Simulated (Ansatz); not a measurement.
# MnO (Cm) in Ansatz: notebook, part 2 of 2

Ansatz 0.2.0.

## (5) Band structure, BLYP, collinear spin, ferromagnetic start

File input.yaml:

```yaml
crystal:
  lattice:
    - [2.9712935166, -1.7169813801, 0.0]
    - [2.9712935166, 1.7169813801, 0.0]
    - [-1.9846287531, 0.0, 2.8103092467]
  atoms:
    - { symbol: Mn, position: [0.500199, 0.500199, 0.500665], spin: 4.0 }
    - { symbol: O, position: [0.7498025, 0.7498025, 0.249336] }
hamiltonian:
  xc: blyp
  pseudopotentials: { kind: paw }
magnetization:
  spin_polarized: true
kpoints:
  mp_grid: { grid: [7, 7, 7] }
  band_path:
    path:
      - [[0.0, 0.0, -0.5], [0.0, 0.0, 0.0], [0.5, 0.0, 0.0]]
      - [[0.5, 0.0, -0.5], [0.0, 0.0, 0.0], [-0.5, -0.5, 0.5]]
      - [[-0.5, -0.5, 0.0], [0.0, 0.0, 0.0], [0.0, -0.5, 0.5]]
      - [[0.0, -0.5, 0.0], [0.0, 0.0, 0.0]]
    npoints: 14
scf:
  occupations: { method: fermi_dirac, width: 0.05 }
  n_extra_bands: 6
output:
  forces: true
  stress: true
  eigenvalues: true
  fatbands: false
```

Potentials or basis: Ansatz PAW.

Launch:

```bash
ansatz run input.yaml --threads 2 --pin off --max-ram 5632MiB --backend cpu --events-out ev --progress --plain --runs-dir out
```

Output:

```text
Warning: RAYON_NUM_THREADS=2 ignored (pool sized by the plan → 2); use --threads N
scf.n_extra_bands = 6 over 11 filled bands (N_el = 21.0): the run solves 17 bands
Engine: ansatz 0.2.0, x86_64-unknown-linux-gnu
Pseudopotentials: kind: paw
Pseudopotential: Mn, paw, valence charge 15, recommended cutoff 420 eV (normal), Mn.paw.azcp
Pseudopotential: O, paw, valence charge 6, recommended cutoff 420 eV (normal), O.paw.azcp
Functional definition: BLYP
  parameter beta = 0.0042
  parameter a = 0.04918
  parameter b = 0.132
  parameter c = 0.2533
  parameter d = 0.349
  exchange = b88_x(beta = beta)
  correlation = lyp_c(a = a, b = b, c = c, d = d)
Crystal: 2 atoms, lattice volume = 28.674 Å³
Basis set: ecut = 420 eV, 537 PW (Γ), exchange–correlation on 48×48×48 points (8 copies of the dense FFT grid, shifted against one another)
Bands: 17, of which v1, the nominal top of the filled ones, is band 11 counted from 1 (10 counted from 0)
Symmetry: 2 space group operations
Space group: Cm (ITA 8), of the structure as read, at distance tolerance 3.1e-5 Å
Magnetic group: BNS 8.32 (UNI 39), of the structure as read, at distance tolerance 3.1e-5 Å
k-points: 100 of 343 (time reversal used)
Non-local potential: Mn, projectors of the file, l = 0: 3, l = 1: 2, l = 2: 3, l = 3: 1
Non-local potential: O, projectors of the file, l = 0: 2, l = 1: 2, l = 2: 1
PAW form: soft (Blöchl's): semilocal exchange-correlation on the pseudo side does not see the compensation charge
PAW frozen core: Mn, regenerated for the run's functional, and the local potential with it (the file was generated under x = pbe(κ = 0.804, μ = 0.2195149727645171), c = pbe(β = 0.06672455060314922))
PAW frozen core: O, regenerated for the run's functional, and the local potential with it (the file was generated under x = pbe(κ = 0.804, μ = 0.2195149727645171), c = pbe(β = 0.06672455060314922))
PAW one-centre angular grid: Mn, 590 points (default); XC on 64 Gauss nodes
PAW one-centre angular grid: O, 110 points (default); XC on 64 Gauss nodes
Initial density: superposition of atomic densities (chi_scale 0.1, normalization cell, long waves kept (reshape's long-wave potential 0.00 eV rms))
Starting moments: Σ|m| = 4 μB on 1 of 2 sites
Initial wavefunctions: pseudopotential atomic-orbital guess
Functional: x = b88, c = lyp
SCF iter   1: F=—  HF=-4476.434310 eV  |F-HF|=—  |Δ(HF+E_count)|=         —  Δρ=1.39e-1 (↑1.39e-1 ↓4.65e-2)  dr2=5.16e0  dr2_m=1.42e0  M=4.897 μB ∫|m|=4.897 μB  β_m=0.30  ethr=3.10e-3  ⟨swp⟩=5.1  Hψ=14659  notcnv=0
Mixer restart at iter 1: flushing history
preconditioner: auto → Kerker (q_TF=auto, 2.590 Å⁻¹)  [metal: Δε(μ)=0.066 eV  Ē_g=11.728 eV  σ=0.050 eV  W_gap=0.31  n_scr=14 (ndim 8)  ℏωp=25.0 eV  f_vac=0.000  D(μ)=1.15/eV (n_scr^D=14)]
spin=Collinear: Kerker preconditioning applied to the charge; magnetization (m = ρ↑ − ρ↓) channel mixes plain (no charge-response kernel on spin).
SCF iter   2: F=—  HF=-4475.959919 eV  |F-HF|=—  |Δ(HF+E_count)|=   4.74e-1  Δρ=8.15e-2 (↑8.15e-2 ↓2.91e-2)  dr2=1.44e0  dr2_m=6.78e-1  M=4.993 μB ∫|m|=4.993 μB  β_m=0.47  ethr=3.10e-3  ⟨swp⟩=2.6  Hψ=8064  notcnv=0  defer=175
preconditioner: auto → none  [insulator: Δε(μ)=0.185 eV  Ē_g=11.968 eV  σ=0.050 eV  W_gap=0.58  n_scr=14 (ndim 8)  ℏωp=25.0 eV  f_vac=0.000  D(μ)=0.17/eV (n_scr^D=0)  ε∞_Penn≈5.4]
SCF iter   3: F=—  HF=-4475.833953 eV  |F-HF|=—  |Δ(HF+E_count)|=   1.26e-1  Δρ=2.85e-2 (↑2.08e-2 ↓2.85e-2)  dr2=6.38e-1  dr2_m=6.38e-3  M=4.848 μB ∫|m|=4.848 μB  β_m=0.42  ethr=3.10e-3  ⟨swp⟩=3.0  Hψ=7133  notcnv=0  defer=175
SCF iter   4: F=—  HF=-4475.737347 eV  |F-HF|=—  |Δ(HF+E_count)|=   9.66e-2  Δρ=9.54e-3 (↑9.54e-3 ↓7.83e-3)  dr2=4.26e-2  dr2_m=7.60e-3  M=4.988 μB ∫|m|=4.988 μB  β_m=0.49  ethr=3.04e-3  ⟨swp⟩=2.3  Hψ=5866  notcnv=0  defer=213
SCF iter   5: F=—  HF=-4475.724409 eV  |F-HF|=—  |Δ(HF+E_count)|=         —  Δρ=3.34e-3 (↑3.34e-3 ↓3.03e-3)  dr2=2.88e-3  dr2_m=8.80e-4  M=4.982 μB ∫|m|=4.982 μB  β_m=0.49  ethr=2.03e-4  ⟨swp⟩=2.2  Hψ=6072  notcnv=0  defer=247
Mixer restart at iter 5: flushing history
SCF iter   6: F=—  HF=-4475.727858 eV  |F-HF|=—  |Δ(HF+E_count)|=   3.45e-3  Δρ=1.55e-3 (↑1.55e-3 ↓1.47e-3)  dr2=4.27e-4  dr2_m=4.84e-4  M=4.987 μB ∫|m|=4.987 μB  β_m=0.61  ethr=1.37e-5  ⟨swp⟩=2.0  Hψ=6358  notcnv=0  defer=247
SCF iter   7: F=—  HF=-4475.730326 eV  |F-HF|=—  |Δ(HF+E_count)|=   2.47e-3  Δρ=1.04e-3 (↑9.21e-4 ↓1.04e-3)  dr2=5.49e-4  dr2_m=4.55e-5  M=4.988 μB ∫|m|=4.988 μB  β_m=0.74  ethr=2.03e-6  ⟨swp⟩=2.0  Hψ=5711  notcnv=0  defer=247
SCF iter   8: F=—  HF=-4475.730948 eV  |F-HF|=—  |Δ(HF+E_count)|=   6.21e-4  Δρ=6.17e-4 (↑6.17e-4 ↓3.47e-4)  dr2=1.72e-4  dr2_m=1.04e-5  M=4.990 μB ∫|m|=4.990 μB  β_m=0.66  ethr=2.03e-6  ⟨swp⟩=2.0  Hψ=6302  notcnv=0  defer=247
SCF iter   9: F=—  HF=-4475.730910 eV  |F-HF|=—  |Δ(HF+E_count)|=   3.81e-5  Δρ=1.57e-4 (↑1.57e-4 ↓1.30e-4)  dr2=1.17e-5  dr2_m=1.94e-6  M=4.990 μB ∫|m|=4.990 μB  β_m=0.60  ethr=8.18e-7  ⟨swp⟩=2.1  Hψ=4845  notcnv=0  defer=247
SCF iter  10: F=—  HF=-4475.730920 eV  |F-HF|=—  |Δ(HF+E_count)|=   1.01e-5  Δρ=5.54e-5 (↑5.54e-5 ↓3.13e-5)  dr2=6.61e-7  dr2_m=3.21e-7  M=4.990 μB ∫|m|=4.990 μB  β_m=0.80  ethr=5.59e-8  ⟨swp⟩=2.0  Hψ=4670  notcnv=0  defer=247
SCF iter  11: F=—  HF=-4475.730919 eV  |F-HF|=—  |Δ(HF+E_count)|=   1.69e-7  Δρ=4.24e-6 (↑3.25e-6 ↓4.24e-6)  dr2=6.61e-9  dr2_m=1.66e-9  M=4.990 μB ∫|m|=4.990 μB  β_m=0.75  ethr=3.15e-9  ⟨swp⟩=2.4  Hψ=4925  notcnv=0  defer=247
SCF iter  12: F=-4475.730919 eV  HF=-4475.730919 eV  |F-HF|=2.76e-10  |Δ(HF+E_count)|=  1.80e-10  Δρ=1.09e-6 (↑1.09e-6 ↓7.01e-7)  dr2=2.13e-10  dr2_m=6.65e-11  M=4.990 μB ∫|m|=4.990 μB  ethr=3.15e-11  ⟨swp⟩=4.5  Hψ=12279  notcnv=0
SCF 1 converged in 12 iterations: F = -4475.730919 eV  dr2 = 2.13e-10
NSCF: frozen V_eff on 102 k-points
SCF converged after 12 iterations
Magnetization: 4.9900 μB (12.9950 up, 8.0050 down)
Absolute magnetization: 4.9900 μB (∫|ρ↑−ρ↓|, with the PAW one-centre terms)
Spin contamination: 0.0045 ħ² per cell (⟨S²⟩ above its minimum at these occupations)
Per-site moments (μB) at R_I (Å): [(4.014818950614682, 0.8677646066960969), (0.2542030375592404, 0.8677646066960969)]
Free energy (F): -4475.730919 eV
Harris-Foulkes:  -4475.730919 eV  (|F-HF|=2.76e-10)
Internal energy: -4475.728919 eV  (E = F + TS)
E sigma→0 (E₀):  -4475.729919 eV
Entropy (-TS):   -0.002000 eV (-1.000 meV/atom)
Fermi energy:    9.749997 eV
--- Per-component energies (eV) ---
  E_band       = -318.843089
  E_kinetic    = 472.255014
  E_local      = -2689.210479  (includes V_loc(G=0)·N_el)
  E_nonlocal   = 301.048093
  E_hartree    = 1086.108767
  E_xc         = -181.845788
  E_vxc        = -231.477824  (∫ρ·V_xc dr)
  E_paw        = -1476.946572  (= ΣΔE_a)
  E_vpaw       = -343.678405  (= ΣTr[D̂ρ^β])
  E_aug_tail   = 0.002437  (compensation charges beyond the density's cutoff)
  E_ewald      = -1987.155528
  E_core_change = 0.015137  (= ΣΔE_core)
  E_smearing   = -0.002000  (= −TS)
  E_closure    = 0.000000  (closes the sum)
  Σ components = -4475.730919   (vs F -4475.730919, Δ=0.00e0)
--- Forces (eV/Å), atoms counted from 1 ---
  atom   1  Mn     0.00130381    -0.00000000     0.00014894
  atom   2  O     -0.00130380    -0.00000000    -0.00014854
  max |Σ_I F_I| component: 4.01e-7 eV/Å
--- Stress (GPa, compression-positive) ---
       -0.290351       0.000000       0.024858
        0.000000      -0.299646      -0.000000
        0.024858      -0.000000      -0.506122
  P = ⅓ Tr σ = -0.3654 GPa (-3.654 kbar)
--- Band table (eV; the first three rows and the last of 200) ---
  k-point 0 ↑: bands = ["-71.6835", "-40.5040", "-40.5035", "-40.5028", "-9.5271", "4.0588", "4.0703", "4.0729", "7.1446", "7.1472", "8.6799", "9.7314", "9.7318", "9.7375", "21.6134", "21.6782", "21.6812"]
  k-point 1 ↑: bands = ["-71.6832", "-40.5072", "-40.5047", "-40.5042", "-9.4541", "3.8119", "4.1340", "4.1369", "7.1239", "7.1261", "8.8678", "9.6277", "9.6289", "9.9419", "20.0225", "21.7662", "21.7681"]
  k-point 2 ↑: bands = ["-71.6825", "-40.5169", "-40.5062", "-40.5057", "-9.2890", "3.4898", "4.2639", "4.2678", "7.1485", "7.1492", "8.2156", "9.3393", "9.3404", "11.4431", "17.5747", "21.6282", "21.6410"]
  k-point 99 ↓: bands = ["-66.9300", "-35.9241", "-35.9027", "-35.8987", "-8.6630", "4.1479", "5.2368", "5.4657", "10.7496", "11.1963", "11.2837", "12.1715", "12.3607", "15.3825", "16.6322", "20.9973", "22.5316"]
```

Wall time 3.2 s (2 threads of AMD EPYC 9B45 (Zen 5), shared host); peak memory 0.46 GiB.

Results:

```
Free energy            : -4475.7309 eV
Pressure               : -0.4 GPa
Band gap on the k mesh : none (metal or under the smearing width)
Net moment             : 4.99 μB per cell
Absolute moment        : 4.99 μB per cell
Site moments           : Mn +4.01; O +0.25 μB
```

Stress tensor (GPa, compression positive):
```
-0.29  0.00  0.02
 0.00 -0.30  0.00
 0.02  0.00 -0.51
```

Levels at the corners of the path, in eV from the Fermi level:
Spin up:
```
point  band 11  band 12  band 13  band 14  band 15  band 16
    X    -2.37    -0.79    -0.78     4.03     5.32    11.50
    Γ    -1.07    -0.02    -0.02    -0.01    11.86    11.93
    Y    -2.37    -0.79    -0.77     4.02     5.35    11.45
    L    -1.96    -1.68    -1.68     4.08     7.56     9.57
    Γ    -1.07    -0.02    -0.02    -0.01    11.86    11.93
    Z    -2.37    -0.78    -0.77     4.02     5.35    11.46
    N    -1.96    -1.68    -1.68     4.08     7.58     9.55
    Γ    -1.07    -0.02    -0.02    -0.01    11.86    11.93
    M    -1.96    -1.68    -1.68     4.08     7.56     9.57
    R    -2.37    -0.79    -0.77     4.02     5.35    11.45
    Γ    -1.07    -0.02    -0.02    -0.01    11.86    11.93
```
Spin down:
```tsv
point	band 6	band 7	band 8	band 9	band 10	band 11
X	-5.77	-4.30	-4.30	1.26	1.55	1.55
Γ	-4.49	-4.47	-4.47	-0.11	1.40	1.40
Y	-5.76	-4.31	-4.31	1.26	1.54	1.56
L	-5.78	-4.21	-4.19	0.17	1.49	1.85
Γ	-4.49	-4.47	-4.47	-0.11	1.40	1.40
Z	-5.76	-4.31	-4.31	1.26	1.54	1.56
N	-5.78	-4.21	-4.20	0.18	1.49	1.85
Γ	-4.49	-4.47	-4.47	-0.11	1.40	1.40
M	-5.78	-4.21	-4.19	0.17	1.49	1.85
R	-5.76	-4.31	-4.31	1.26	1.54	1.56
Γ	-4.49	-4.47	-4.47	-0.11	1.40	1.40
```

Caveat: the pressure holds a Pulay correction of +0.6 GPa for the finite cutoff; a cell with one magnetic atom can't hold antiferromagnetic order, which such compounds often take; semilocal functionals often make such compounds metallic where correlation or magnetic order opens a gap, which also shifts bond lengths; the PAW data sets come from PBE, with cores solved anew for the run's functional, which leaves a small shift of forces and pressure. With open d or f shells a metallic result of BLYP can be an artefact of self-interaction; +U or a hybrid may open a gap.

## (6) Band structure, r2SCAN, collinear spin, ferromagnetic start

input.yaml: that of step 5 with these lines changed.

```diff
@@ -9,3 +9,3 @@
 hamiltonian:
-  xc: blyp
+  xc: r2scan
   pseudopotentials: { kind: paw }
@@ -29,2 +29,2 @@
   eigenvalues: true
-  fatbands: false
+  fatbands: true
```

Potentials or basis: Ansatz PAW.

Launch:

```bash
ansatz run input.yaml --threads 2 --pin off --max-ram 5632MiB --backend cpu --events-out ev --progress --plain --runs-dir out
```

It took 7.9 s on 2 threads of AMD EPYC 9B45 (Zen 5), shared host; peak memory 0.57 GiB.

It converged, with:

```
Free energy            : -4473.4963 eV
Pressure               : -6.3 GPa
Band gap on the k mesh : none (metal or under the smearing width)
Net moment             : 5.00 μB per cell
Absolute moment        : 5.00 μB per cell
Site moments           : Mn +4.10; O +0.19 μB
```

Stress tensor (GPa, compression positive):
```
-6.20  0.00  0.03
 0.00 -6.21  0.00
 0.03  0.00 -6.43
```

Levels at the corners of the path, in eV from the Fermi level:
Spin up:
```
point  band 9  band 10  band 11  band 12  band 13  band 14  band 15  band 16  band 17
    X   -2.75    -2.75    -2.65    -0.89    -0.88     4.32     5.62    12.01    12.03
    Γ   -2.91    -2.91    -1.00    -0.07    -0.07    -0.07    12.50    12.57    12.57
    Y   -2.75    -2.75    -2.65    -0.89    -0.87     4.31     5.65    11.96    11.99
    L   -3.28    -2.64    -2.15    -1.91    -1.91     4.18     8.17     9.75    12.17
    Γ   -2.91    -2.91    -1.00    -0.07    -0.07    -0.07    12.50    12.57    12.57
    Z   -2.75    -2.75    -2.65    -0.88    -0.87     4.31     5.65    11.97    11.98
    N   -3.28    -2.64    -2.15    -1.91    -1.91     4.18     8.19     9.73    12.16
    Γ   -2.91    -2.91    -1.00    -0.07    -0.07    -0.07    12.50    12.57    12.57
    M   -3.28    -2.64    -2.15    -1.91    -1.91     4.18     8.17     9.75    12.17
    R   -2.75    -2.75    -2.65    -0.89    -0.87     4.31     5.65    11.96    11.99
    Γ   -2.91    -2.91    -1.00    -0.07    -0.07    -0.07    12.50    12.57    12.57
```
Spin down:
| point | band 5 | band 6 | band 7 | band 8 | band 9 | band 10 | band 11 | band 12 |
| --- | --- | --- | --- | --- | --- | --- | --- | --- |
| X | -19.39 | -5.68 | -4.12 | -4.11 | 2.58 | 3.05 | 3.05 | 3.98 |
| Γ | -19.78 | -4.27 | -4.26 | -4.26 | 0.57 | 2.90 | 2.91 | 4.63 |
| Y | -19.39 | -5.67 | -4.13 | -4.12 | 2.59 | 3.04 | 3.06 | 3.98 |
| L | -19.27 | -5.64 | -4.10 | -4.08 | 1.27 | 2.86 | 3.42 | 3.65 |
| Γ | -19.78 | -4.27 | -4.26 | -4.26 | 0.57 | 2.90 | 2.91 | 4.63 |
| Z | -19.39 | -5.67 | -4.13 | -4.13 | 2.59 | 3.04 | 3.06 | 3.99 |
| N | -19.27 | -5.64 | -4.10 | -4.09 | 1.27 | 2.86 | 3.42 | 3.65 |
| Γ | -19.78 | -4.27 | -4.26 | -4.26 | 0.57 | 2.90 | 2.91 | 4.63 |
| M | -19.27 | -5.64 | -4.10 | -4.08 | 1.27 | 2.86 | 3.42 | 3.65 |
| R | -19.39 | -5.67 | -4.13 | -4.12 | 2.59 | 3.04 | 3.06 | 3.98 |
| Γ | -19.78 | -4.27 | -4.26 | -4.26 | 0.57 | 2.90 | 2.91 | 4.63 |

Caveat: the magnetic or orbital state may not be the lowest; a cell with one magnetic atom can't hold antiferromagnetic order, which such compounds often take; semilocal functionals often make such compounds metallic where correlation or magnetic order opens a gap, which also shifts bond lengths; the PAW data sets come from PBE, with cores solved anew for the run's functional, which leaves a small shift of forces and pressure.

## (7) The runs side by side

```tsv
level	cutoff (eV)	gap on the mesh (eV)	pressure (GPa)	moment (μB)
PBEsol	420	none	-8.4	4.99
RPBE	420	none	-0.3	5.00
revPBE	420	none	-1.2	5.00
BLYP	420	none	-0.4	4.99
r2SCAN	500	none	-6.3	5.00
```

Alike in all rows: task band structure; potentials or basis Ansatz PAW; spin collinear, ferromagnetic start; cell as given; k mesh 7 × 7 × 7; smearing fermi-dirac 0.05 eV.

Every run on the cell as given and a fine mesh finds a metal. The pressure there spans -8.4 GPa (PBEsol) to -0.3 GPa (RPBE); a positive pressure means that this level wants a larger cell, a negative one a smaller.

Caveats: a cell with one magnetic atom can't hold antiferromagnetic order, which such compounds often take; semilocal functionals often make such compounds metallic where correlation or magnetic order opens a gap, which also shifts bond lengths; the PAW data sets come from PBE, with cores solved anew for the run's functional, which leaves a small shift of forces and pressure; the magnetic or orbital state may not be the lowest (some runs).

Absolute energies hang on the potentials; compare differences alone.
